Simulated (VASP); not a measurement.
Input of a VASP 6.6.1 run:

POSCAR

```
AlN
1.0
    3.1067026360      0.0000000000      0.0000000000
   -1.5533513180      2.6904834048      0.0000000000
    0.0000000000      0.0000000000      4.9785469068
Al N
2 2
Direct
    0.6666666667      0.3333333333      0.4992045375
    0.3333333333      0.6666666667      0.9992045375
    0.6666666667      0.3333333333      0.8807954625
    0.3333333333      0.6666666667      0.3807954625
```

File INCAR.step1:

```
PREC     = Accurate       # precision mode
ENCUT    = 520            # plane-wave cutoff, eV
ISMEAR   = 0              # smearing method
SIGMA    = 0.02           # smearing width, eV
LREAL    = F              # projectors in reciprocal space
LASPH    = T              # aspherical terms in the spheres
NELM     = 100            # most SCF steps
NBANDS   = 16             # bands
GGA      = PE             # functional
ALGO     = Normal         # electronic algorithm
EDIFF    = 1E-4           # SCF threshold, eV
LWAVE    = T              # write WAVECAR
LCHARG   = F              # write CHGCAR
```

Contents of INCAR.step2:

```
PREC     = Accurate       # precision mode
ENCUT    = 520            # plane-wave cutoff, eV
EDIFF    = 1E-7           # SCF threshold, eV
ISMEAR   = 0              # smearing method
SIGMA    = 0.02           # smearing width, eV
LREAL    = F              # projectors in reciprocal space
LASPH    = T              # aspherical terms in the spheres
NELM     = 100            # most SCF steps
ALGO     = Normal         # electronic algorithm
ISIF     = 2              # what is computed and relaxed
LWAVE    = F              # write WAVECAR
LCHARG   = T              # write CHGCAR
METAGGA  = R2SCAN         # meta-GGA
LMIXTAU  = T            
LELF     = T              # ELF
LVHAR    = T            
NBANDS   = 16             # bands
ISTART   = 1
```

The input KPOINTS:

```
regular mesh
0
Gamma
  9 9 4
```

Potentials or basis: VASP PAW PBE potentials, release 64 (Al, N).

The run is started by

```sh
$ cat potpaw_PBE.64/Al/POTCAR potpaw_PBE.64/N/POTCAR > POTCAR
$ cp INCAR.step1 INCAR
$ mpirun -np 1 vasp_std > vasp.out
$ cp INCAR.step2 INCAR
$ mpirun -np 1 vasp_std > vasp.out
```

Problem. Estimate the largest force.

Solution. 0.003 eV/Å.

Problem. Predict the band gap on the k mesh.

Solution. 4.92 eV, direct.

Problem. Predict the pressure.

Solution. -0.4 GPa.

Forces in eV/Å, atoms in the order of the input:
```
Al   0.000  0.000 -0.003
Al   0.000  0.000 -0.003
N    0.000  0.000  0.003
N    0.000  0.000  0.003
```

Caveat: the PAW data sets were made with another functional, which shifts forces and pressure a little.

**What was measured.**

From “Structural and optical properties of self-assembled AlN nanowires grown on SiO2/Si substrates by molecular beam epitaxy”, 2024, arxiv:2402.00216, for a bulk crystal of AlN at 0 K: band gap 6.0343 eV (an exciton energy, a little under the gap).

A measured gap of AlN is 6.0343 eV (an exciton energy, a little under the gap; 0 K; quoted in “Structural and optical properties of self-assembled AlN nanowires grown on SiO2/Si substrates by molecular beam epitaxy”, 2024, arxiv:2402.00216); the calculated 4.92 eV misses it by -1.11 eV. 2 values of this kind are on record (6.034 to 6.0343 eV); this one was drawn at random. The value is that of r2SCAN, without temperature or zero-point motion. The cell is a database's relaxed one, not the measured one, which moves gaps too.
